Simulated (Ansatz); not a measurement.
# TiO2 (I4/m) in Ansatz: settings compared

Aim: see how the results for TiO2 move with the level of theory and the settings. Levels: PBE, r2SCAN+U, revPBE+D4. Tasks: single point, relaxation of cell and atoms.

Everything below comes from runs of Ansatz 0.2.0. Logs are shortened: lines on timing, memory, paths and dates and some standing lists are left out, and cuts for length are marked.

### Step 1. Starting point

The structure is tetragonal, space group I4/m (No. 87). Conventional cell: a = 8.702 Å, b = 8.702 Å, c = 3.775 Å, α = 90.00°, β = 90.00°, γ = 90.00°. Ti (site symmetry m) has 4 O at 1.80 to 1.95 Å as nearest neighbours. O (site symmetry m) has 3 Ti at 1.95 to 2.21 Å as nearest neighbours. Around O (site symmetry m) lie 2 Ti at 1.80 to 1.81 Å.

Measurements of this composition are mostly on another form, of space group No. 141.

### Step 2. Single point, PBE

input.yaml

```yaml
crystal:
  lattice:
    - [-4.3507577183, 4.3507577183, 1.8875555959]
    - [4.3507577183, -4.3507577183, 1.8875555959]
    - [4.3507577183, 4.3507577183, -1.8875555959]
  atoms:
    - { symbol: Ti, position: [0.292281705, 0.997144755, 0.28942646] }
    - { symbol: Ti, position: [0.002855245, 0.292281705, 0.29513695] }
    - { symbol: Ti, position: [0.997144755, 0.707718295, 0.70486305] }
    - { symbol: Ti, position: [0.707718295, 0.002855245, 0.71057354] }
    - { symbol: O, position: [0.498863825, 0.849215285, 0.34807911] }
    - { symbol: O, position: [0.16166202, 0.1596026, 0.32126462] }
    - { symbol: O, position: [0.150784715, 0.498863825, 0.64964854] }
    - { symbol: O, position: [0.1596026, 0.83833798, 0.99794058] }
    - { symbol: O, position: [0.8403974, 0.16166202, 0.00205942] }
    - { symbol: O, position: [0.849215285, 0.501136175, 0.35035146] }
    - { symbol: O, position: [0.83833798, 0.8403974, 0.67873538] }
    - { symbol: O, position: [0.501136175, 0.150784715, 0.65192089] }
hamiltonian:
  xc: pbe
  pseudopotentials: { kind: paw }
kpoints:
  mp_grid: { grid: [8, 8, 8] }
scf:
  occupations: { method: fermi_dirac, width: 0.05 }
basis:
  ecutwfc: "600 eV"
output:
  forces: true
  stress: true
  eigenvalues: true
```

Potentials or basis: Ansatz PAW.

Started as:

```console
$ ansatz run input.yaml --threads 4 --pin off --max-ram 11264MiB --backend cpu --events-out ev --progress --plain --runs-dir out
```

Standard output:

```text
Warning: RAYON_NUM_THREADS=4 ignored (pool sized by the plan → 4); use --threads N
Engine: ansatz 0.2.0, x86_64-unknown-linux-gnu
Pseudopotentials: kind: paw
Pseudopotential: Ti, paw, valence charge 12, recommended cutoff 420 eV (normal), Ti.paw.azcp
Pseudopotential: O, paw, valence charge 6, recommended cutoff 420 eV (normal), O.paw.azcp
Functional definition: PBE
  parameter kappa = 0.804
  parameter beta = 0.06672455060314922
  exchange = pbe_x(kappa = kappa, mu = beta*pi^2/3)
  correlation = pbe_c(beta = beta)
Crystal: 12 atoms, lattice volume = 142.919 Å³
Basis set: ecut = 600 eV, 4783 PW (Γ), exchange–correlation on 108×108×108 points (8 copies of the dense FFT grid, shifted against one another)
Bands: 60, of which v1, the nominal top of the filled ones, is band 48 counted from 1 (47 counted from 0)
Symmetry: 8 space group operations
Space group: I4/m (ITA 87), of the structure as read, at distance tolerance 5.2e-5 Å
k-points: 78 of 512
Non-local potential: Ti, projectors of the file, l = 0: 3, l = 1: 2, l = 2: 3, l = 3: 1
Non-local potential: O, projectors of the file, l = 0: 2, l = 1: 2, l = 2: 1
PAW form: soft (Blöchl's): semilocal exchange-correlation on the pseudo side does not see the compensation charge
PAW one-centre angular grid: Ti, 590 points (default); XC on 64 Gauss nodes
PAW one-centre angular grid: O, 110 points (default); XC on 64 Gauss nodes
Initial density: superposition of atomic densities (neutral atoms: chi_scale 0, normalization atom), corrected by the library's trained network
Initial wavefunctions: pseudopotential atomic-orbital guess
Functional: x = pbe(κ = 0.804, μ = 0.2195149727645171), c = pbe(β = 0.06672455060314922)
SCF iter   1: F=—  HF=-14554.637406 eV  |F-HF|=—  |Δ(HF+E_count)|=         —  Δρ=5.27e-3  dr2=4.36e-2  ethr=1.77e-3  ⟨swp⟩=5.1  Hψ=17866  notcnv=0  defer=13
preconditioner: auto → Resta (q_TF=auto, 2.553 Å⁻¹)  ε∞=7.5  [insulator: Δε(μ)=1.581 eV  Ē_g=9.737 eV  σ=0.050 eV  W_gap=1.00  n_scr=44 (ndim 8)  ℏωp=24.8 eV  f_vac=0.123  D(μ)=0.00/eV (n_scr^D=0)  ε∞_Penn≈7.5]
SCF iter   2: F=—  HF=-14554.632668 eV  |F-HF|=—  |Δ(HF+E_count)|=   4.74e-3  Δρ=3.26e-3  dr2=1.11e-2  ethr=4.55e-5  ⟨swp⟩=2.6  Hψ=7841  notcnv=0  defer=422
SCF iter   3: F=—  HF=-14554.631159 eV  |F-HF|=—  |Δ(HF+E_count)|=   1.51e-3  Δρ=1.43e-3  dr2=3.53e-3  ethr=1.15e-5  ⟨swp⟩=2.0  Hψ=6672  notcnv=0  defer=110
automatic band count: iteration 3 solves 56 bands in place of 60: the levels show a gap, and the empty bands left out lie too high to hold charge; the band table lists the bands solved (type scf.n_extra_bands for more)
SCF iter   4: F=—  HF=-14554.630927 eV  |F-HF|=—  |Δ(HF+E_count)|=   2.31e-4  Δρ=6.52e-4  dr2=8.63e-4  ethr=3.68e-6  ⟨swp⟩=2.4  Hψ=5728  notcnv=0  defer=110
SCF iter   5: F=—  HF=-14554.630861 eV  |F-HF|=—  |Δ(HF+E_count)|=   6.70e-5  Δρ=2.15e-4  dr2=1.66e-4  ethr=8.99e-7  ⟨swp⟩=2.0  Hψ=6097  notcnv=0  defer=110
SCF iter   6: F=—  HF=-14554.630877 eV  |F-HF|=—  |Δ(HF+E_count)|=   1.67e-5  Δρ=7.49e-5  dr2=2.12e-5  ethr=1.73e-7  ⟨swp⟩=2.0  Hψ=6122  notcnv=0  defer=110
SCF iter   7: F=—  HF=-14554.630532 eV  |F-HF|=—  |Δ(HF+E_count)|=   3.45e-4  Δρ=2.96e-5  dr2=2.73e-6  ethr=2.21e-8  ⟨swp⟩=2.0  Hψ=6071  notcnv=0  defer=110
SCF iter   8: F=—  HF=-14554.630535 eV  |F-HF|=—  |Δ(HF+E_count)|=   2.86e-6  Δρ=8.28e-6  dr2=1.72e-7  ethr=2.85e-9  ⟨swp⟩=2.0  Hψ=6120  notcnv=0  defer=110
SCF iter   9: F=-14554.630535 eV  HF=-14554.630535 eV  |F-HF|=6.11e-9  |Δ(HF+E_count)|=   1.83e-7  Δρ=2.14e-6  dr2=9.89e-9  ethr=1.04e-10  ⟨swp⟩=8.5  Hψ=16620  notcnv=0
SCF 1 converged in 9 iterations: F = -14554.630535 eV  dr2 = 9.89e-9
SCF converged after 9 iterations
Free energy (F): -14554.630535 eV
Harris-Foulkes:  -14554.630535 eV  (|F-HF|=6.11e-9)
Internal energy: -14554.630535 eV  (E = F + TS)
E sigma→0 (E₀):  -14554.630535 eV
Fermi energy:    7.655472 eV
--- Per-component energies (eV) ---
  E_band       = -966.704679
  E_kinetic    = 2492.691577
  E_local      = -7977.603750  (includes V_loc(G=0)·N_el)
  E_nonlocal   = 396.278007
  E_hartree    = 3161.189698
  E_xc         = -983.938919
  E_vxc        = -1245.851977  (∫ρ·V_xc dr)
  E_paw        = -5445.949787  (= ΣΔE_a)
  E_vpaw       = -954.605034  (= ΣTr[D̂ρ^β])
  E_aug_tail   = 0.005005  (compensation charges beyond the density's cutoff)
  E_ewald      = -6197.302366
  E_smearing   = -0.000000  (= −TS)
  E_closure    = -0.000000  (closes the sum)
  Σ components = -14554.630535   (vs F -14554.630535, Δ=0.00e0)
--- Forces (eV/Å), atoms counted from 1 ---
  atom   1  Ti    -0.02541592    -0.19079334    -0.00000000
  atom   2  Ti    -0.19079334     0.02541592     0.00000000
  atom   3  Ti     0.19079334    -0.02541592     0.00000000
  atom   4  Ti     0.02541592     0.19079334     0.00000000
  atom   5  O     -0.09392446     0.01139866     0.00000000
  atom   6  O      0.00745183    -0.05469288     0.00000000
  atom   7  O      0.01139866     0.09392446    -0.00000000
  atom   8  O      0.05469288     0.00745183     0.00000000
  atom   9  O     -0.05469288    -0.00745183     0.00000000
  atom  10  O     -0.01139866    -0.09392446     0.00000000
  atom  11  O     -0.00745183     0.05469288     0.00000000
  atom  12  O      0.09392446    -0.01139866     0.00000000
  max |Σ_I F_I| component: 2.78e-17 eV/Å
--- Stress (GPa, compression-positive) ---
        3.057432      -0.000000       0.000000
        0.000000       3.057432       0.000000
        0.000000       0.000000       3.433061
  P = ⅓ Tr σ = 3.1826 GPa (31.826 kbar)
--- Band table (eV; the first three rows and the last of 78) ---
  k-point 0: bands = ["-49.5045", "-49.4851", "-49.4851", "-49.4689", "-25.9470", "-25.9261", "-25.9056", "-25.9056", "-25.7721", "-25.7411", "-25.7239", "-25.7239", "-25.7150", "-25.7150", "-25.6876", "-25.6794", "-11.0549", "-10.1264", "-10.1264", "-9.8647", "-9.4590", "-9.3922", "-9.1526", "-9.1526", "2.1610", "2.4443", "2.6672", "2.9234", "2.9234", "3.1206", "3.6336", "3.6774", "4.0465", "4.0465", "4.0693", "4.0693", "4.7446", "4.7446", "4.8856", "5.1542", "5.3691", "5.3691", "5.3993", "5.6731", "5.8824", "5.8824", "5.8909", "6.1244", "8.4574", "9.8620", "9.8620", "9.9071", "10.2532", "10.2532", "10.6896", "11.0583"]
  k-point 1: bands = ["-49.5042", "-49.4854", "-49.4849", "-49.4692", "-25.9437", "-25.9233", "-25.9044", "-25.8989", "-25.7727", "-25.7453", "-25.7245", "-25.7233", "-25.7227", "-25.7146", "-25.6907", "-25.6789", "-11.0408", "-10.1301", "-10.1160", "-9.8660", "-9.4665", "-9.4025", "-9.1614", "-9.1482", "2.1788", "2.4429", "2.6046", "2.9049", "3.0567", "3.1194", "3.5733", "3.5942", "4.0541", "4.0717", "4.0743", "4.2064", "4.7287", "4.7394", "4.8230", "5.1764", "5.2932", "5.4055", "5.4181", "5.6714", "5.8022", "5.8632", "5.9028", "6.1668", "8.5191", "9.8186", "9.8280", "9.8912", "10.2534", "10.3758", "10.6640", "11.1261"]
  k-point 2: bands = ["-49.5035", "-49.4861", "-49.4842", "-49.4699", "-25.9381", "-25.9182", "-25.8945", "-25.8799", "-25.7741", "-25.7594", "-25.7443", "-25.7257", "-25.7219", "-25.7133", "-25.6975", "-25.6776", "-11.0052", "-10.1403", "-10.0900", "-9.8694", "-9.4949", "-9.4153", "-9.1834", "-9.1400", "2.2244", "2.4397", "2.5473", "2.8593", "3.1185", "3.3001", "3.4476", "3.4977", "4.0191", "4.0871", "4.1279", "4.4642", "4.6908", "4.7077", "4.7283", "5.1181", "5.2251", "5.4228", "5.4986", "5.6618", "5.6656", "5.8452", "5.9088", "6.1936", "8.6907", "9.6908", "9.7188", "9.9704", "10.2949", "10.5907", "10.6056", "11.1620"]
  k-point 77: bands = ["-49.5004", "-49.4852", "-49.4852", "-49.4729", "-25.8526", "-25.8526", "-25.8507", "-25.8477", "-25.8304", "-25.7796", "-25.7736", "-25.7736", "-25.7704", "-25.7236", "-25.7236", "-25.6724", "-10.8513", "-10.0705", "-10.0705", "-9.8873", "-9.5180", "-9.5180", "-9.3420", "-9.1116", "2.3929", "2.4250", "2.6057", "2.8103", "2.8103", "3.3454", "3.8301", "3.9269", "4.0060", "4.0060", "4.2848", "4.2848", "4.4847", "4.7735", "4.7735", "4.7831", "5.1555", "5.2347", "5.4750", "5.4750", "5.5908", "5.6741", "5.6741", "6.8147", "9.6957", "9.6957", "9.7504", "9.9248", "10.2376", "10.4757", "10.6236", "10.6236"]
```

Run time: 8.4 s. Hardware: 4 threads of Intel Xeon 6975P-C (Granite Rapids), shared host; peak memory 1.2 GiB.

Results:

```yaml
Free_energy: -14554.6305 eV
Pressure: 3.2 GPa
Largest_force: 0.192 eV/Å
Band_gap_on_the_k_mesh: 1.64 eV, indirect (least direct gap 2.33 eV)
```

Forces on the atoms (eV/Å):
```
Ti  -0.025 -0.191  0.000
Ti  -0.191  0.025  0.000
Ti   0.191 -0.025  0.000
Ti   0.025  0.191  0.000
O   -0.094  0.011  0.000
O    0.007 -0.055  0.000
O    0.011  0.094  0.000
O    0.055  0.007  0.000
O   -0.055 -0.007  0.000
O   -0.011 -0.094  0.000
O   -0.007  0.055  0.000
O    0.094 -0.011  0.000
```

Levels at points of the mesh, in eV from the valence-band top:
| k point | band 45 | band 46 | band 47 | band 48 | band 49 | band 50 | band 51 | band 52 |
| --- | --- | --- | --- | --- | --- | --- | --- | --- |
| (0.00, 0.00, 0.00) | -0.93 | -0.93 | -0.92 | -0.69 | 1.64 | 3.05 | 3.05 | 3.09 |
| (0.00, 0.00, -0.50) | -1.16 | -0.94 | -0.92 | -0.66 | 2.31 | 2.55 | 2.76 | 3.30 |
| (0.00, -0.50, 0.00) | -0.80 | -0.72 | -0.68 | -0.36 | 2.85 | 3.20 | 3.27 | 3.33 |
| (-0.50, -0.50, -0.50) | -1.22 | -1.14 | -1.14 | 0.00 | 2.88 | 2.88 | 2.94 | 3.11 |

A k mesh can miss the band edges.

### Step 3. Relaxation of cell and atoms, r2SCAN+U

Edit input.yaml of step 2 so:

```diff
@@ -19,4 +19,5 @@
 hamiltonian:
-  xc: pbe
+  xc: r2scan
   pseudopotentials: { kind: paw }
+  hubbard: { sites: [{ species: Ti, l: d, u_eff: 3.0 }] }
 kpoints:
@@ -25,4 +26,2 @@
   occupations: { method: fermi_dirac, width: 0.05 }
-basis:
-  ecutwfc: "600 eV"
 output:
@@ -31 +30,5 @@
   eigenvalues: true
+relax:
+  f_tol: 0.01
+  max_steps: 40
+  cell: { stress_tol: 0.05 }
```

Potentials or basis: Ansatz PAW.

Started as:

```console
$ ansatz run input.yaml --threads 4 --pin off --max-ram 11264MiB --backend cpu --events-out ev --progress --plain --runs-dir out
```

Run time: 76 s. Hardware: 4 threads of Intel Xeon 6975P-C (Granite Rapids), shared host; peak memory 2 GiB.

It converged, with:

```
Free energy                            : -14574.7528 eV
Relaxed volume                         : 11.98 Å³/atom
Relaxed cell                           : a = 6.444 Å, b = 6.444 Å, c = 6.444 Å, α = 94.97°, β = 94.97°, γ = 145.78°
Space group after relaxing (to 0.05 Å) : I4/mmm (No. 139)
Energy gained by relaxing              : 0.9 meV/atom
Ionic steps                            : 6
Pressure after relaxing                : 0.0 GPa
Band gap on the k mesh                 : 2.44 eV, indirect (least direct gap 3.15 eV)
```

Forces on the atoms (eV/Å):
```
Ti   0.001  0.002  0.000
Ti   0.002 -0.001  0.000
Ti  -0.002  0.001  0.000
Ti  -0.001 -0.002  0.000
O   -0.001  0.000  0.000
O    0.000  0.000  0.000
O    0.000  0.001  0.000
O    0.000  0.000  0.000
O    0.000  0.000  0.000
O    0.000 -0.001  0.000
O    0.000  0.000  0.000
O    0.001  0.000  0.000
```

Step by step:
```
step  energy change (eV)  largest force (eV/Å)  volume (Å³)
   1              0.0000                0.3115       142.92
   2             -0.0084                0.0560       143.67
   3             -0.0090                0.0115       143.84
   4             -0.0096                0.0110       143.86
   5             -0.0097                0.0022       143.81
   6             -0.0102                0.0022       143.81
```

Final structure:
```
Ti O
1.0
    -4.35486    4.35486    1.89574
     4.35486   -4.35486    1.89574
     4.35486    4.35486   -1.89574
Ti O
4 8
Direct
  0.29162 0.99963 0.29125
  0.00037 0.29162 0.29199
  0.99963 0.70838 0.70801
  0.70838 0.00037 0.70875
  0.49994 0.84958 0.34952
  0.16060 0.16034 0.32093
  0.15042 0.49994 0.65037
  0.16034 0.83940 0.99974
  0.83966 0.16060 0.00026
  0.84958 0.50006 0.34963
  0.83940 0.83966 0.67907
  0.50006 0.15042 0.65048
```

Levels at points of the mesh, in eV from the valence-band top:
| k point | band 46 | band 47 | band 48 | band 49 | band 50 | band 51 |
| --- | --- | --- | --- | --- | --- | --- |
| (0.00, 0.00, 0.00) | -1.02 | -1.02 | -0.71 | 2.44 | 3.71 | 3.71 |
| (0.00, 0.00, -0.50) | -1.00 | -0.96 | -0.68 | 3.02 | 3.29 | 3.43 |
| (0.00, -0.50, 0.00) | -0.75 | -0.68 | -0.37 | 3.50 | 3.81 | 3.86 |
| (-0.50, -0.50, -0.50) | -1.21 | -1.21 | 0.00 | 3.55 | 3.61 | 3.61 |

Eigenvalues of the final occupation matrices:
| site | spin | trace | eigenvalues |
| --- | --- | --- | --- |
| site 1 | 1 | 1.05 | 0.16 0.16 0.18 0.27 0.28 |
| site 2 | 1 | 1.05 | 0.16 0.16 0.18 0.27 0.28 |
| site 3 | 1 | 1.05 | 0.16 0.16 0.18 0.27 0.28 |
| site 4 | 1 | 1.05 | 0.16 0.16 0.18 0.27 0.28 |

Caveat: the plane-wave basis is chosen anew once the cell has moved, so the energies of steps on either side of that aren't comparable; the PAW data sets come from PBE, with cores solved anew for the run's functional, which leaves a small shift of forces and pressure.

### Step 4. Single point, PBE (strained by +2 %)

Edit input.yaml of step 3 so:

```diff
@@ -2,5 +2,5 @@
   lattice:
-    - [-4.3507577183, 4.3507577183, 1.8875555959]
-    - [4.3507577183, -4.3507577183, 1.8875555959]
-    - [4.3507577183, 4.3507577183, -1.8875555959]
+    - [-4.3507577183, 4.3507577183, 1.9253067078]
+    - [4.3507577183, -4.3507577183, 1.9253067078]
+    - [4.3507577183, 4.3507577183, -1.9253067078]
   atoms:
@@ -19,7 +19,6 @@
 hamiltonian:
-  xc: r2scan
+  xc: pbe
   pseudopotentials: { kind: paw }
-  hubbard: { sites: [{ species: Ti, l: d, u_eff: 3.0 }] }
 kpoints:
-  mp_grid: { grid: [8, 8, 8] }
+  mp_grid: { grid: [6, 6, 6] }
 scf:
@@ -30,5 +29,5 @@
   eigenvalues: true
-relax:
-  f_tol: 0.01
-  max_steps: 40
-  cell: { stress_tol: 0.05 }
+  write_density: true
+  write_potential: true
+  elf: true
+  volumetric_format: npy
```

Started as:

```console
$ ansatz run input.yaml --threads 4 --pin off --max-ram 11264MiB --backend cpu --events-out ev --progress --plain --runs-dir out
```

It took 4.8 s on 4 threads of Intel Xeon 6975P-C (Granite Rapids), shared host; peak memory 0.71 GiB.

Results (log left out):

| Quantity | Value |
| --- | --- |
| Free energy | -14554.5694 eV |
| Pressure | -0.5 GPa |
| Largest force | 0.226 eV/Å |
| Band gap on the k mesh | 1.64 eV, indirect (least direct gap 2.28 eV) |

Forces in eV/Å, atoms in the order of the input:
```
Ti  -0.020  0.226  0.000
Ti   0.226  0.020  0.000
Ti  -0.226 -0.020  0.000
Ti   0.020 -0.226  0.000
O   -0.215  0.017  0.000
O    0.023 -0.043  0.000
O    0.017  0.215  0.000
O    0.043  0.023  0.000
O   -0.043 -0.023  0.000
O   -0.017 -0.215  0.000
O   -0.023  0.043  0.000
O    0.215 -0.017  0.000
```

Stress tensor (GPa, compression positive):
```
 1.39  0.00  0.00
 0.00  1.39  0.00
 0.00  0.00 -4.19
```

Levels at points of the mesh, in eV from the valence-band top:
| k point | band 44 | band 45 | band 46 | band 47 | band 48 | band 49 | band 50 | band 51 | band 52 | band 53 |
| --- | --- | --- | --- | --- | --- | --- | --- | --- | --- | --- |
| (0.00, 0.00, 0.00) | -1.06 | -0.83 | -0.79 | -0.79 | -0.64 | 1.64 | 2.99 | 2.99 | 3.08 | 3.43 |
| (0.00, 0.00, -0.50) | -1.20 | -1.06 | -0.88 | -0.78 | -0.67 | 2.28 | 2.54 | 2.74 | 3.22 | 3.56 |
| (0.00, -0.50, 0.00) | -1.02 | -0.78 | -0.66 | -0.58 | -0.33 | 2.84 | 3.14 | 3.20 | 3.25 | 3.43 |
| (-0.50, -0.50, -0.50) | -1.39 | -1.08 | -1.01 | -1.01 | 0.00 | 2.85 | 2.85 | 2.94 | 3.08 | 3.37 |

Caveat: the pressure holds a Pulay correction of +0.6 GPa for the finite cutoff. A k mesh can miss the band edges.

(Part 1 of 2 ends here.)
